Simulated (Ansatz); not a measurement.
## Finding the fault: generalised stacking fault on (110) of a LiCl-LiBr solid solution (56 atoms)

Program: Ansatz 0.2.0. The cell: 28 Li, 10 Br and 18 Cl.

input.yaml reads:

```yaml
crystal:
  lattice:
    - [7.44767, 0.0, 0.0]
    - [0.0, 5.2663, 0.0]
    - [1.2413, 0.0, 26.26686]
  atoms:
    - { symbol: Li, position: [0.86662, 0.0774, 0.99515] }
    - { symbol: Br, position: [0.765, 0.99351, 0.06999] }
    - { symbol: Li, position: [0.99697, 0.03473, 0.14653] }
    - { symbol: Cl, position: [0.67016, 0.00516, 0.22534] }
    - { symbol: Li, position: [0.93478, 0.99308, 0.29471] }
    - { symbol: Cl, position: [0.69423, 0.00195, 0.36636] }
    - { symbol: Li, position: [0.94371, 0.94891, 0.43667] }
    - { symbol: Cl, position: [0.67661, 0.00711, 0.50089] }
    - { symbol: Li, position: [0.94784, 0.93583, 0.5683] }
    - { symbol: Cl, position: [0.65807, 0.03081, 0.63618] }
    - { symbol: Li, position: [0.87101, 0.03828, 0.683] }
    - { symbol: Cl, position: [0.63194, 0.0287, 0.77841] }
    - { symbol: Li, position: [0.85674, 0.98668, 0.84419] }
    - { symbol: Cl, position: [0.63458, 0.04546, 0.92239] }
    - { symbol: Li, position: [0.33132, 0.98666, 0.9859] }
    - { symbol: Br, position: [0.24763, 0.99434, 0.07657] }
    - { symbol: Li, position: [0.45215, 0.9503, 0.15686] }
    - { symbol: Cl, position: [0.15518, 0.96604, 0.21237] }
    [... 32 atom lines left out ...]
    - { symbol: Li, position: [0.67062, 0.53739, 0.63318] }
    - { symbol: Br, position: [0.40754, 0.48234, 0.70013] }
    - { symbol: Li, position: [0.64592, 0.53007, 0.7841] }
    - { symbol: Br, position: [0.3404, 0.49502, 0.83745] }
    - { symbol: Li, position: [0.61995, 0.61445, 0.91505] }
    - { symbol: Br, position: [0.34285, 0.46804, 0.98763] }
kpoints:
  mp_grid: { grid: [2, 3, 1] }
hamiltonian:
  xc: pbe
  hubbard: { sites: [{ species: Cl, l: f, u_eff: 30.0 }] }
scf:
  occupations: { method: fermi_dirac, width: 0.025 }
  max_iter: 100
output:
  forces: true
```

Run with:

```console
> ansatz run input.yaml --threads 4 --pin off --max-ram 8192MiB --backend cpu --events-out ev --progress --plain --runs-dir out
```

Log:

```text
Error: inconsistent input (hamiltonian.hubbard.sites[].l, hamiltonian.hubbard.sites[].shell): the file of Cl doesn't list 4f, and it can't be added: PBE doesn't bind the shell 4f of the free atom, whose level lies at +1.14 eV. Type an atom or ion with it (hamiltonian.pseudopotentials.projection_atoms), take another file or name another shell
```

Elapsed: 0.07 s, on 4 threads of Arm Neoverse V2, shared host; peak memory 0.08 GiB.

What is at fault here, and what would mend it?

A U on a shell that isn't there: hamiltonian.hubbard.sites = [{"species": "Cl", "l": "f", "u_eff": 30.0}].

The fix is to take out hamiltonian.hubbard.sites.

The program refused it before any cycle.

[Logs are printed without paths, hosts, clocks, repeated set-up lines and the standing remarks that a program may print on its own settings, such as how far it seeks lower states.]

[Hosts, paths, dates, database ids (printed as entryN), source tags and the programs' standing remarks are cut or masked in the printed files.]
